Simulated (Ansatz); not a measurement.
## GaSb: strain energy, fitted

GaSb, F-43m, a = 6.215 Å. Ansatz: PBE, PAW, 420 eV, Γ-centred 12×12×8 mesh on 4 atoms, Gaussian smearing 0.10 eV; no spin polarisation. Series: uniaxial strain along c, with a, b and atoms relaxed; x is the strain in per cent. The axes a, b, c are those of the computed cell (4.395, 4.395, 6.215 Å), along [1 1 0], [-1 1 0], [0 0 1] of the cell named above. y is the free energy over the unstrained cell, V0 = 30.015 Å³/atom.

```
x (%) y (meV/atom)
 -6.0             ?
 -4.0          7.76
 -2.0          1.92
  0.0          0.00
  2.0          2.12
  4.0          8.39
  6.0         18.79
```

Problem. Fit y = c2 x² + c3 x³ to the other rows, turn c2 into a modulus, and predict the missing energy.

Solution. Least squares on the rows shown. y = 0.50126 x² + 0.0036878 x³. In eV per unit strain² c2 is 5.013; this is Young's modulus along the axis (E = ½ Y V0 ε²): 2 × 5.013 × 160.2 / (30.015) = 54 GPa. The unstrained cell keeps some stress along the strain, worth a slope of 0.08 meV/atom per %, which the form leaves out. At x = -6.0 the fit asked for gives 17.25 meV/atom. The run gave 17.31 meV/atom, so the fit is 0.06 meV/atom too low, within the rms miss on the fitted rows (0.08 meV/atom).